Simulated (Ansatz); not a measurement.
# AlN: a line through an energy map

One line of a two-coordinate grid on AlN (Fm-3m, No. 225; 2 atoms in the cell): volume per atom is varied, at length along [111] over the lengths across it = 1.062.

Method: DFT PBE, scalar-relativistic, plane waves, PAW, in Ansatz 0.2.0.

39 further runs of the same task are left out: 39 set aside as unsound or not needed.

**1. The starting structure**

The structure is cubic, space group Fm-3m (No. 225). The conventional cell has a = 4.070 Å, b = 4.070 Å, c = 4.070 Å, α = 90.00°, β = 90.00°, γ = 90.00°. Around Al (site symmetry m-3m) lie 6 N at 2.03 Å. N (site symmetry m-3m) is surrounded by 6 Al at 2.03 Å.

Structure file:

```cif
data_structure
_symmetry_space_group_name_H-M 'P 1'
_symmetry_Int_Tables_number 1
_cell_length_a 2.8778
_cell_length_b 2.8778
_cell_length_c 2.8778
_cell_angle_alpha 60.000
_cell_angle_beta 60.000
_cell_angle_gamma 60.000
_cell_volume 16.85
loop_
_atom_site_label
_atom_site_type_symbol
_atom_site_fract_x
_atom_site_fract_y
_atom_site_fract_z
_atom_site_occupancy
Al1 Al 0.50000 0.50000 0.50000 1
N1 N 0.00000 0.00000 0.00000 1
```

It goes back to an entry of the Materials Project, which need not be the stable form.

This cell was relaxed beforehand with the same method: volume 8.43 Å³/atom, gap on the mesh 4.44 eV.

**2. Plan of the line**

The energy is mapped over volume and the cell's shape.

- volume per atom: 9 values from 7.078 to 9.774 Å³
- length along [111] over the lengths across it, relative to the cubic cell: 9 values from 0.886 to 1.128

Nothing else is relaxed (symmetry fixes all fractional coordinates). Energies count from the relaxed crystal. Points are written as (first, second).

**3. Point (7.078 Å³, 1.062)**

Input file input.yaml:

```yaml
crystal:
  lattice:
    - [0.0779080004, 1.9597437579, 1.9597437579]
    - [1.9597437579, 0.0779080004, 1.9597437579]
    - [1.9597437579, 1.9597437579, 0.0779080004]
  atoms:
    - { symbol: Al, position: [0.5, 0.5, 0.5] }
    - { symbol: "N", position: [0.0, 0.0, 0.0] }
basis:
  ecutwfc: 520.0
kpoints:
  mp_grid: { grid: [10, 10, 10] }
hamiltonian:
  xc: pbe
  pseudopotentials: { kind: paw, azcp: { folder: soft_1 } }
scf:
  occupations: { method: gaussian, width: 0.05 }
output:
  forces: true
  stress: true
  eigenvalues: true
```

The run is started by

```bash
$ ansatz run input.yaml --threads 1 --pin off --max-ram 2048MiB --backend cpu --events-out ev --progress --plain --runs-dir out
```

Output, cut to the lines that bear on the results:

```text
Warning: RAYON_NUM_THREADS=1 ignored (pool sized by the plan → 1); use --threads N
[...]
Pseudopotentials: kind: paw
Pseudopotential: Al, paw, valence charge 3, recommended cutoff 420 eV (normal), <dir>
Pseudopotential: N, paw, valence charge 5, recommended cutoff 420 eV (normal), <dir>
Functional definition: PBE
[...]
Crystal: 2 atoms, lattice volume = 14.156 Å³
Basis set: ecut = 520 eV, 369 PW (Γ), exchange–correlation on 48×48×48 points (8 copies of the dense FFT grid, shifted against one another)
Bands: 8, of which v1, the nominal top of the filled ones, is band 4 counted from 1 (3 counted from 0)
Symmetry: 12 space group operations
Space group: R-3m (ITA 166), of the structure as read, at distance tolerance 2.4e-5 Å
k-points: 116 of 1000
[...]
SCF iter   1: F=—  HF=-924.683202 eV  |F-HF|=—  |Δ(HF+E_count)|=         —  Δρ=1.61e-1  dr2=3.73e0  ethr=3.10e-3  ⟨swp⟩=4.4  Hψ=6399  notcnv=0
[...]
SCF iter   6: F=-923.385621 eV  HF=-923.385621 eV  |F-HF|=2.53e-10  |Δ(HF+E_count)|=   1.05e-6  Δρ=1.62e-5  dr2=1.26e-8  ethr=1.25e-9  ⟨swp⟩=5.7  Hψ=4953  notcnv=0
[...]
SCF converged after 6 iterations
Free energy (F): -923.385621 eV
[...]
E sigma→0 (E₀):  -923.385621 eV
Fermi energy:    16.097477 eV
[...]
--- Forces (eV/Å), atoms counted from 1 ---
  atom   1  Al     0.00000000     0.00000000    -0.00000000
  atom   2  N     -0.00000000     0.00000000     0.00000000
[...]
--- Stress (GPa, compression-positive) ---
       62.089762     -16.557199     -16.557199
      -16.557199      62.089762     -16.557199
      -16.557199     -16.557199      62.089762
  P = ⅓ Tr σ = 62.0898 GPa (620.898 kbar)
--- Band table (eV; the first three rows and the last of 116) ---
  k-point 0: bands = ["-5.4192", "12.9225", "13.9362", "13.9362", "21.2542", "25.3082", "26.8538", "26.8538"]
[...]
```

It took 2.6 s on 1 thread of Arm Neoverse N1, shared host; peak memory 0.27 GiB.

Energy on the map's scale: 268 meV/atom.

**4. The run at (7.415 Å³, 1.062)**

input.yaml, as its differences from that of step 3:

```diff
@@ -2,5 +2,5 @@
   lattice:
-    - [0.0779080004, 1.9597437579, 1.9597437579]
-    - [1.9597437579, 0.0779080004, 1.9597437579]
-    - [1.9597437579, 1.9597437579, 0.0779080004]
+    - [0.0791253401, 1.9903654402, 1.9903654402]
+    - [1.9903654402, 0.0791253401, 1.9903654402]
+    - [1.9903654402, 1.9903654402, 0.0791253401]
   atoms:
```

The run is started by

```bash
$ ansatz run input.yaml --threads 1 --pin off --max-ram 2048MiB --backend cpu --events-out ev --progress --plain --runs-dir out
```

Output, cut to the lines that bear on the results:

```text
[...]
SCF converged after 6 iterations
Free energy (F): -923.602434 eV
[...]
E sigma→0 (E₀):  -923.602434 eV
Fermi energy:    15.336717 eV
[...]
--- Forces (eV/Å), atoms counted from 1 ---
  atom   1  Al    -0.00000000    -0.00000000    -0.00000000
  atom   2  N     -0.00000000    -0.00000000     0.00000000
[...]
--- Stress (GPa, compression-positive) ---
       41.687378     -15.564240     -15.564240
      -15.564240      41.687378     -15.564240
      -15.564240     -15.564240      41.687378
  P = ⅓ Tr σ = 41.6874 GPa (416.874 kbar)
--- Band table (eV; the first three rows and the last of 116) ---
  k-point 0: bands = ["-5.7000", "12.2023", "13.1807", "13.1807", "19.8234", "24.3916", "25.9468", "25.9468"]
[...]
```

Run time: 2.6 s. Hardware: 1 thread of Arm Neoverse N1, shared host; peak memory 0.27 GiB.

On the map this point reads 160 meV/atom.

**5. The run at (8.089 Å³, 1.062)**

input.yaml, as its differences from that of step 4:

```diff
@@ -2,5 +2,5 @@
   lattice:
-    - [0.0791253401, 1.9903654402, 1.9903654402]
-    - [1.9903654402, 0.0791253401, 1.9903654402]
-    - [1.9903654402, 1.9903654402, 0.0791253401]
+    - [0.0814535749, 2.0489312307, 2.0489312307]
+    - [2.0489312307, 0.0814535749, 2.0489312307]
+    - [2.0489312307, 2.0489312307, 0.0814535749]
   atoms:
```

The run is started by

```bash
$ ansatz run input.yaml --threads 1 --pin off --max-ram 2048MiB --backend cpu --events-out ev --progress --plain --runs-dir out
```

Output, cut to the lines that bear on the results:

```text
Warning: RAYON_NUM_THREADS=1 ignored (pool sized by the plan → 1); use --threads N
[...]
[... 4 set-up lines as earlier in the session ...]
[...]
Crystal: 2 atoms, lattice volume = 16.178 Å³
Basis set: ecut = 520 eV, 429 PW (Γ), exchange–correlation on 48×48×48 points (8 copies of the dense FFT grid, shifted against one another)
Bands: 8, of which v1, the nominal top of the filled ones, is band 4 counted from 1 (3 counted from 0)
[... 1 set-up line as earlier in the session ...]
Space group: R-3m (ITA 166), of the structure as read, at distance tolerance 2.5e-5 Å
k-points: 116 of 1000
[...]
SCF iter   1: F=—  HF=-924.889679 eV  |F-HF|=—  |Δ(HF+E_count)|=         —  Δρ=1.37e-1  dr2=3.36e0  ethr=3.10e-3  ⟨swp⟩=4.3  Hψ=6338  notcnv=0
[...]
SCF iter   6: F=-923.817463 eV  HF=-923.817463 eV  |F-HF|=5.46e-9  |Δ(HF+E_count)|=   9.13e-7  Δρ=1.17e-5  dr2=9.15e-9  ethr=1.25e-9  ⟨swp⟩=5.2  Hψ=4785  notcnv=0
[...]
SCF converged after 6 iterations
Free energy (F): -923.817463 eV
[...]
E sigma→0 (E₀):  -923.817463 eV
Fermi energy:    13.862534 eV
[...]
--- Forces (eV/Å), atoms counted from 1 ---
  atom   1  Al    -0.00000000     0.00000000     0.00000000
  atom   2  N     -0.00000000     0.00000000     0.00000000
[...]
--- Stress (GPa, compression-positive) ---
       11.456210     -13.819127     -13.819127
      -13.819127      11.456210     -13.819127
      -13.819127     -13.819127      11.456210
  P = ⅓ Tr σ = 11.4562 GPa (114.562 kbar)
--- Band table (eV; the first three rows and the last of 116) ---
  k-point 0: bands = ["-6.1880", "10.9320", "11.8463", "11.8463", "17.2660", "22.7894", "24.3207", "24.3207"]
[...]
```

It took 2.6 s on 1 thread of Arm Neoverse N1, shared host; peak memory 0.27 GiB.

Energy on the map's scale: 53 meV/atom.

**6. Point (8.426 Å³, 1.062)**

input.yaml, as its differences from that of step 5:

```diff
@@ -2,5 +2,5 @@
   lattice:
-    - [0.0814535749, 2.0489312307, 2.0489312307]
-    - [2.0489312307, 0.0814535749, 2.0489312307]
-    - [2.0489312307, 2.0489312307, 0.0814535749]
+    - [0.082570301, 2.0770220171, 2.0770220171]
+    - [2.0770220171, 0.082570301, 2.0770220171]
+    - [2.0770220171, 2.0770220171, 0.082570301]
   atoms:
```

The run is started by

```bash
$ ansatz run input.yaml --threads 1 --pin off --max-ram 2048MiB --backend cpu --events-out ev --progress --plain --runs-dir out
```

Output, cut to the lines that bear on the results:

```text
[...]
SCF converged after 6 iterations
Free energy (F): -923.841471 eV
[...]
E sigma→0 (E₀):  -923.841471 eV
Fermi energy:    13.147189 eV
[...]
--- Forces (eV/Å), atoms counted from 1 ---
  atom   1  Al     0.00000000    -0.00000000    -0.00000000
  atom   2  N      0.00000000     0.00000000    -0.00000000
[...]
--- Stress (GPa, compression-positive) ---
        0.320231     -13.048104     -13.048104
      -13.048104       0.320231     -13.048104
      -13.048104     -13.048104       0.320231
  P = ⅓ Tr σ = 0.3202 GPa (3.202 kbar)
--- Band table (eV; the first three rows and the last of 116) ---
  k-point 0: bands = ["-6.4023", "10.3682", "11.2533", "11.2533", "16.1240", "22.0784", "23.5878", "23.5878"]
[...]
```

It took 2.7 s on 1 thread of Arm Neoverse N1, shared host; peak memory 0.27 GiB.

That is 41 meV/atom from the zero.

**7. Point (9.100 Å³, 1.062)**

input.yaml, as its differences from that of step 6:

```diff
@@ -2,5 +2,5 @@
   lattice:
-    - [0.082570301, 2.0770220171, 2.0770220171]
-    - [2.0770220171, 0.082570301, 2.0770220171]
-    - [2.0770220171, 2.0770220171, 0.082570301]
+    - [0.0847147439, 2.1309645966, 2.1309645966]
+    - [2.1309645966, 0.0847147439, 2.1309645966]
+    - [2.1309645966, 2.1309645966, 0.0847147439]
   atoms:
```

The run is started by

```bash
$ ansatz run input.yaml --threads 1 --pin off --max-ram 2048MiB --backend cpu --events-out ev --progress --plain --runs-dir out
```

Output, cut to the lines that bear on the results:

```text
Warning: RAYON_NUM_THREADS=1 ignored (pool sized by the plan → 1); use --threads N
[...]
[... 4 set-up lines as earlier in the session ...]
[...]
Crystal: 2 atoms, lattice volume = 18.200 Å³
Basis set: ecut = 520 eV, 495 PW (Γ), exchange–correlation on 48×48×48 points (8 copies of the dense FFT grid, shifted against one another)
Bands: 8, of which v1, the nominal top of the filled ones, is band 4 counted from 1 (3 counted from 0)
[... 1 set-up line as earlier in the session ...]
Space group: R-3m (ITA 166), of the structure as read, at distance tolerance 2.6e-5 Å
k-points: 116 of 1000
[...]
SCF iter   1: F=—  HF=-924.697479 eV  |F-HF|=—  |Δ(HF+E_count)|=         —  Δρ=1.19e-1  dr2=3.12e0  ethr=3.10e-3  ⟨swp⟩=4.4  Hψ=6323  notcnv=0
[...]
SCF iter   7: F=-923.769895 eV  HF=-923.769895 eV  |F-HF|=3.64e-11  |Δ(HF+E_count)|=   1.47e-8  Δρ=1.07e-6  dr2=9.67e-11  ethr=2.92e-10  ⟨swp⟩=1.1  Hψ=2791  notcnv=0
[...]
SCF converged after 7 iterations
Free energy (F): -923.769895 eV
[...]
E sigma→0 (E₀):  -923.769895 eV
Fermi energy:    11.810866 eV
[...]
--- Forces (eV/Å), atoms counted from 1 ---
  atom   1  Al    -0.00000000     0.00000000     0.00000000
  atom   2  N      0.00000000     0.00000000     0.00000000
[...]
--- Stress (GPa, compression-positive) ---
      -16.237801     -11.675912     -11.675912
      -11.675912     -16.237801     -11.675912
      -11.675912     -11.675912     -16.237801
  P = ⅓ Tr σ = -16.2378 GPa (-162.378 kbar)
--- Band table (eV; the first three rows and the last of 116) ---
  k-point 0: bands = ["-6.7840", "9.3594", "10.1913", "10.1913", "14.0786", "20.8004", "22.2587", "22.2587"]
[...]
```

It took 3 s on 1 thread of Arm Neoverse N1, shared host; peak memory 0.28 GiB.

On the map this point reads 76 meV/atom.

**8. The run at (9.774 Å³, 1.062)**

input.yaml, as its differences from that of step 7:

```diff
@@ -2,5 +2,5 @@
   lattice:
-    - [0.0847147439, 2.1309645966, 2.1309645966]
-    - [2.1309645966, 0.0847147439, 2.1309645966]
-    - [2.1309645966, 2.1309645966, 0.0847147439]
+    - [0.0867566252, 2.182327282, 2.182327282]
+    - [2.182327282, 0.0867566252, 2.182327282]
+    - [2.182327282, 2.182327282, 0.0867566252]
   atoms:
```

The run is started by

```bash
$ ansatz run input.yaml --threads 1 --pin off --max-ram 2048MiB --backend cpu --events-out ev --progress --plain --runs-dir out
```

Output, cut to the lines that bear on the results:

```text
[...]
SCF converged after 6 iterations
Free energy (F): -923.583637 eV
[...]
E sigma→0 (E₀):  -923.583637 eV
Fermi energy:    10.617383 eV
[...]
--- Forces (eV/Å), atoms counted from 1 ---
  atom   1  Al    -0.00000000     0.00000000    -0.00000000
  atom   2  N      0.00000000     0.00000000     0.00000000
[...]
--- Stress (GPa, compression-positive) ---
      -27.282724     -10.490626     -10.490626
      -10.490626     -27.282724     -10.490626
      -10.490626     -10.490626     -27.282724
  P = ⅓ Tr σ = -27.2827 GPa (-272.827 kbar)
--- Band table (eV; the first three rows and the last of 116) ---
  k-point 0: bands = ["-7.1167", "8.4804", "9.2647", "9.2647", "12.3005", "19.6771", "21.0816", "21.0816"]
[...]
```

Wall time 2.7 s (1 thread of Arm Neoverse N1, shared host); peak memory 0.28 GiB.

Energy on the map's scale: 169 meV/atom.

**9. What came out**

```
volume per atom (Å³)  step  energy (meV/atom)  slope (meV/atom per Å³)  pressure (GPa)  band gap on the k-mesh (eV)
               7.078     3                268                     −388              62                         4.32
               7.415     4                160                     −260              42                         4.31
               7.752     –                 90                     −156              25                         4.22
               8.089     5                 53                      −72              11                         4.03
               8.426     6                 41                       −2               0                         3.79
               8.763     –                 50                       55              −9                         3.52
               9.100     7                 76                      101             −16                         3.24
               9.437     –                117                      139             −22                         2.97
               9.774     8                169                      170             −27                         2.71
```

Energies count from the relaxed crystal. Rows without a step come from runs not printed here or follow by symmetry. Slopes come from the forces (and the stress, where the cell changes), not from differences of energies.

In words: The lowest point of the line is at 8.426 Å³, 41 meV/atom from the zero. Energies and slopes round the minimum, fitted together, put the minimum at 8.4378 Å³, with a curvature of about 180 meV/atom per (Å³)². V·d²E/dV² there is about 250 GPa, a bulk modulus under this line's constraint. The well is lopsided: two grid steps out, the energy rises by 50 meV/atom towards smaller values and 36 meV/atom towards larger ones. The highest point computed, at 7.078 Å³, lies 228 meV/atom above the lowest. This is one cut through a surface in two coordinates; the map's lowest point lies off it.

The gaps are Kohn-Sham values of a semilocal functional, not quasiparticle or optical gaps. Such gaps usually fall short of the measured ones.
